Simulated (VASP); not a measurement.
# Ta in VASP: core levels with PBE

Aim: the core levels of Ta with PBE.

All numbers are computed with VASP 6.6.1; they aren't measurements. Logs are shortened: lines on timing, memory, paths and dates and some standing lists are left out, and cuts for length are marked.

### Step 1. Starting point

The cell holds a slab with vacuum, 13 atoms: a = 4.695 Å, b = 4.695 Å, c = 25.501 Å, α = 90.00°, β = 90.00°, γ = 120.00°.

The cell was built by a generator and needn't be a form met in nature.

### Step 2. Core levels, PBE

Contents of INCAR:

```
  PREC = Accurate
  ENCUT = 520
  EDIFF = 1E-6
  ISMEAR = 1
  SIGMA = 0.1
  LREAL = False
  LASPH = True
  NELM = 100
  ALGO = Normal
  ISIF = 2
  LWAVE = False
  LCHARG = False
  GGA = PE
  ICORELEVEL = 1
  NCORE = 4
```

Contents of KPOINTS:

```
Automatic mesh
0
Gamma
  8 8 1
```

Contents of POSCAR:

```
Ta                                      
1.0
    4.6951890271      0.0000000000      0.0000000000
   -2.3475945135      4.0661529730      0.0000000000
    0.0000000000      0.0000000000     25.5008173623
  Ta            
    13
Direct
     0.0000000000000000    0.0000000000000000    0.2869370029934501
     0.6666666667000030    0.3333333332999970    0.3157661288512698
     0.3333333332999970    0.6666666667000030    0.3461699417562942
     0.0000000000000000    1.0000000000000000    0.3895934598015440
     0.6666666667000030    0.3333333332999970    0.4252017912519866
     0.3333333332999970    0.6666666667000030    0.4612484542161971
     0.0000000000000000    0.0000000000000000    0.5000000000000000
     0.6666666667000030    0.3333333332999970    0.5387515457838029
     0.3333333332999970    0.6666666667000030    0.5747982087480132
     0.0000000000000000    0.0000000000000000    0.6104065401984562
     0.6666666667000030    0.3333333332999970    0.6538300582437055
     0.3333333332999970    0.6666666667000030    0.6842338711487299
     0.0000000000000000    0.0000000000000000    0.7130629970065497
```

Potentials or basis: VASP PAW PBE potentials, release 64 (Ta_pv).

Command:

```console
cat potpaw_PBE.64/Ta_pv/POTCAR > POTCAR
mpirun -np 8 vasp_std > vasp.out
```

OUTCAR:

```text
PREC = Accurate
   ENCUT = 520
   EDIFF = 1E-6
   ISMEAR = 1
   LREAL = False
   LASPH = True
   NELM = 100
   ISIF = 2
   GGA = PE

 ion  position               nearest neighbor table
   1  0.000  0.000  0.287-   4 2.62   2 2.81   2 2.81   2 2.81   3 3.10   3 3.10   3 3.10
   2  0.667  0.333  0.316-   5 2.79   1 2.81   1 2.81   1 2.81   3 2.82   3 2.82   3 2.82   4 3.30
                             4 3.30   4 3.30
   3  0.333  0.667  0.346-   2 2.82   2 2.82   2 2.82   4 2.93   4 2.93   4 2.93   6 2.93   1 3.10
                             1 3.10   1 3.10   5 3.38   5 3.38   5 3.38
   4  0.000  0.000  0.390-   1 2.62   7 2.82   5 2.86   5 2.86   5 2.86   3 2.93   3 2.93   3 2.93
                             6 3.27   6 3.27   6 3.27   2 3.30   2 3.30   2 3.30
   5  0.667  0.333  0.425-   2 2.79   4 2.86   4 2.86   4 2.86   6 2.86   6 2.86   6 2.86   8 2.90
                             7 3.31   7 3.31   7 3.31   3 3.38   3 3.38   3 3.38
   6  0.333  0.667  0.461-   5 2.86   5 2.86   5 2.86   7 2.89   7 2.89   7 2.89   9 2.90   3 2.93
                             4 3.27   4 3.27   4 3.27   8 3.35   8 3.35   8 3.35
   7  0.000  0.000  0.500-   4 2.82  10 2.82   8 2.89   6 2.89   6 2.89   8 2.89   8 2.89   6 2.89
                             9 3.31   5 3.31   9 3.31   5 3.31   5 3.31   9 3.31
   8  0.667  0.333  0.539-   9 2.86   9 2.86   9 2.86   7 2.89   7 2.89   7 2.89   5 2.90  11 2.93
                            10 3.27  10 3.27  10 3.27   6 3.35   6 3.35   6 3.35
   9  0.333  0.667  0.575-  12 2.79  10 2.86  10 2.86  10 2.86   8 2.86   8 2.86   8 2.86   6 2.90
                             7 3.31   7 3.31   7 3.31  11 3.38  11 3.38  11 3.38
  10  0.000  0.000  0.610-  13 2.62   7 2.82   9 2.86   9 2.86   9 2.86  11 2.93  11 2.93  11 2.93
                             8 3.27   8 3.27   8 3.27  12 3.30  12 3.30  12 3.30
  11  0.667  0.333  0.654-  12 2.82  12 2.82  12 2.82  10 2.93  10 2.93  10 2.93   8 2.93  13 3.10
                            13 3.10  13 3.10   9 3.38   9 3.38   9 3.38
  12  0.333  0.667  0.684-   9 2.79  13 2.81  13 2.81  13 2.81  11 2.82  11 2.82  11 2.82  10 3.30
                            10 3.30  10 3.30
  13  0.000  0.000  0.713-  10 2.62  12 2.81  12 2.81  12 2.81  11 3.10  11 3.10  11 3.10

  LATTYP: Found a hexagonal cell.
 ALAT       =     4.6951890271
 C/A-ratio  =     5.4312653261

  Lattice vectors:

 A1 = (   4.6951890271,   0.0000000000,   0.0000000000)
 A2 = (  -2.3475945135,   4.0661529730,   0.0000000000)
 A3 = (   0.0000000000,   0.0000000000,  25.5008173623)

Analysis of symmetry for initial positions (statically):
[... 188 lines left out ...]
       5s    -66.3208
   3-  1s -67336.8324  2s -11562.5754  2p -10129.7542  3s  -2644.1023  3p  -2218.1447
       3d  -1721.8782  4s   -534.1554  4p   -394.4722  4d   -215.8622  4f    -18.4937
       5s    -66.6724
   4-  1s -67336.2997  2s -11562.0460  2p -10129.2239  3s  -2643.5931  3p  -2217.6355
       3d  -1721.3659  4s   -533.6774  4p   -393.9974  4d   -215.3910  4f    -18.0392
       5s    -66.2822
   5-  1s -67336.2789  2s -11562.0159  2p -10129.1946  3s  -2643.5553  3p  -2217.5977
       3d  -1721.3288  4s   -533.6279  4p   -393.9466  4d   -215.3385  4f    -17.9810
       5s    -66.2027
   6-  1s -67336.4645  2s -11562.2097  2p -10129.3880  3s  -2643.7450  3p  -2217.7874
       3d  -1721.5196  4s   -533.8109  4p   -394.1290  4d   -215.5205  4f    -18.1587
[... 8 lines left out ...]
       3d  -1721.3288  4s   -533.6279  4p   -393.9466  4d   -215.3385  4f    -17.9810
       5s    -66.2027
  10-  1s -67336.2997  2s -11562.0460  2p -10129.2239  3s  -2643.5931  3p  -2217.6355
       3d  -1721.3659  4s   -533.6774  4p   -393.9974  4d   -215.3910  4f    -18.0392
       5s    -66.2822
  11-  1s -67336.8324  2s -11562.5754  2p -10129.7542  3s  -2644.1023  3p  -2218.1447
       3d  -1721.8782  4s   -534.1554  4p   -394.4722  4d   -215.8622  4f    -18.4937
       5s    -66.6724
  12-  1s -67336.4231  2s -11562.1372  2p -10129.3176  3s  -2643.6746  3p  -2217.7172
       3d  -1721.4470  4s   -533.7461  4p   -394.0646  4d   -215.4555  4f    -18.0979
       5s    -66.3208
  13-  1s -67337.1055  2s -11562.7879  2p -10129.9709  3s  -2644.3059  3p  -2218.3486
       3d  -1722.0796  4s   -534.3493  4p   -394.6647  4d   -216.0512  4f    -18.6785
       5s    -66.8465

 E-fermi :   0.7955     XC(G=0):  -6.9427

 val. band max:        0.7869343986   @ k =   0.1250   0.1250   0.0000
 cond. band min:       0.8046331155   @ k =   0.3750   0.1250   0.0000
 fundamental gap:      0.0176987170
 Fermi energy:         0.7955274105

 k-point     1 :       0.0000    0.0000    0.0000
  band No.  band energies     occupation
      1     -33.6742      2.00000
      2     -33.6523      2.00000
      3     -33.4413      2.00000
      4     -33.4413      2.00000
      5     -33.4413      2.00000
      6     -33.4413      2.00000
[... 849 lines left out ...]
     82       2.4998     -0.00000
     83       2.7459     -0.00000
 [bands above 83 left out]

------------------------ aborting loop because EDIFF is reached ----------------------------------------

  FORCE on cell =-STRESS in cart. coord.  units (eV):
  Direction    XX          YY          ZZ          XY          YZ          ZX
  --------------------------------------------------------------------------------------
  -------------------------------------------------------------------------------------
  Total       -2.3381605     -2.3381605     -0.0973663     -0.0000000      0.0000000      0.0000000
  in kB       -7.6947411     -7.6947411     -0.3204264     -0.0000000      0.0000000      0.0000000
  external PRESSURE =      -5.2366362 kB  Pullay stress =       0.0000000 kB

 VOLUME and BASIS-vectors are now :
 -----------------------------------------------------------------------------
  energy-cutoff  :      520.00
  volume of cell :      486.85
      direct lattice vectors                 reciprocal lattice vectors
     4.695189027  0.000000000  0.000000000     0.212983970  0.122966353  0.000000000
    -2.347594513  4.066152973  0.000000000     0.000000000  0.245932705  0.000000000
     0.000000000  0.000000000 25.500817362     0.000000000  0.000000000  0.039214429

 POSITION                                       TOTAL-FORCE (eV/Angst)
 -----------------------------------------------------------------------------------
      0.00000      0.00000      7.31713        -0.000000     -0.000000      0.000901
      2.34759      1.35538      8.05229         0.000000     -0.000000      0.002601
     -0.00000      2.71077      8.82762        -0.000000      0.000000     -0.003188
      0.00000      0.00000      9.93495         0.000000      0.000000     -0.001752
      2.34759      1.35538     10.84299         0.000000     -0.000000     -0.004587
     -0.00000      2.71077     11.76221         0.000000     -0.000000      0.016981
      0.00000      0.00000     12.75041        -0.000000     -0.000000     -0.000000
      2.34759      1.35538     13.73860         0.000000     -0.000000     -0.016981
     -0.00000      2.71077     14.65782         0.000000      0.000000      0.004587
      0.00000      0.00000     15.56587        -0.000000     -0.000000      0.001752
      2.34759      1.35538     16.67320        -0.000000     -0.000000      0.003188
     -0.00000      2.71077     17.44852         0.000000     -0.000000     -0.002601
      0.00000      0.00000     18.18369        -0.000000      0.000000     -0.000901
 -----------------------------------------------------------------------------------
    total drift:                                0.000000     -0.000000      0.000000

  FREE ENERGIE OF THE ION-ELECTRON SYSTEM (eV)
  ---------------------------------------------------
  free  energy   TOTEN  =      -147.0728663969 eV

  energy  without entropy=     -147.0685526642  energy(sigma->0) =     -147.07142849
```

stdout:

```text
POSCAR found type information on POSCAR Ta
 POSCAR found :  1 types and      13 ions
 scaLAPACK will be used
 LDA part: xc-table for (Slater+PW92), standard interpolation
 POSCAR, INCAR and KPOINTS ok, starting setup
 FFT: planning ... GRIDC
 FFT: planning ... GRID_SOFT
 FFT: planning ... GRID
 WAVECAR not read
 entering main loop
```

Wall time 79 s (8 MPI ranks of Intel Xeon 6975P-C (Granite Rapids), shared host); peak memory 0.21 GiB.

What came out:

```yaml
Free_energy: -147.0729 eV
Largest_force: 0.017 eV/Å
Band_gap_on_the_k_mesh: none (metal or under the smearing width)
```

Forces on the atoms (eV/Å):
```
Ta   0.000  0.000  0.001
Ta   0.000  0.000  0.003
Ta   0.000  0.000 -0.003
Ta   0.000  0.000 -0.002
Ta   0.000  0.000 -0.005
Ta   0.000  0.000  0.017
Ta   0.000  0.000  0.000
Ta   0.000  0.000 -0.017
Ta   0.000  0.000  0.005
Ta   0.000  0.000  0.002
Ta   0.000  0.000  0.003
Ta   0.000  0.000 -0.003
Ta   0.000  0.000 -0.001
```

Core levels (eV, on the scale of the bands):
```csv
atom,levels
1 Ta,"1s -67337.1, 2s -11562.8, 2p -10130.0, 3s -2644.3, 3p -2218.3, 3d -1722.1, 4s -534.3, 4p -394.7, 4d -216.1, 4f -18.7, 5s -66.8"
2 Ta,"1s -67336.4, 2s -11562.1, 2p -10129.3, 3s -2643.7, 3p -2217.7, 3d -1721.4, 4s -533.7, 4p -394.1, 4d -215.5, 4f -18.1, 5s -66.3"
3 Ta,"1s -67336.8, 2s -11562.6, 2p -10129.8, 3s -2644.1, 3p -2218.1, 3d -1721.9, 4s -534.2, 4p -394.5, 4d -215.9, 4f -18.5, 5s -66.7"
4 Ta,"1s -67336.3, 2s -11562.0, 2p -10129.2, 3s -2643.6, 3p -2217.6, 3d -1721.4, 4s -533.7, 4p -394.0, 4d -215.4, 4f -18.0, 5s -66.3"
5 Ta,"1s -67336.3, 2s -11562.0, 2p -10129.2, 3s -2643.6, 3p -2217.6, 3d -1721.3, 4s -533.6, 4p -393.9, 4d -215.3, 4f -18.0, 5s -66.2"
6 Ta,"1s -67336.5, 2s -11562.2, 2p -10129.4, 3s -2643.7, 3p -2217.8, 3d -1721.5, 4s -533.8, 4p -394.1, 4d -215.5, 4f -18.2, 5s -66.4"
```

The run has no spin-orbit coupling, so splittings on Ta are missing.
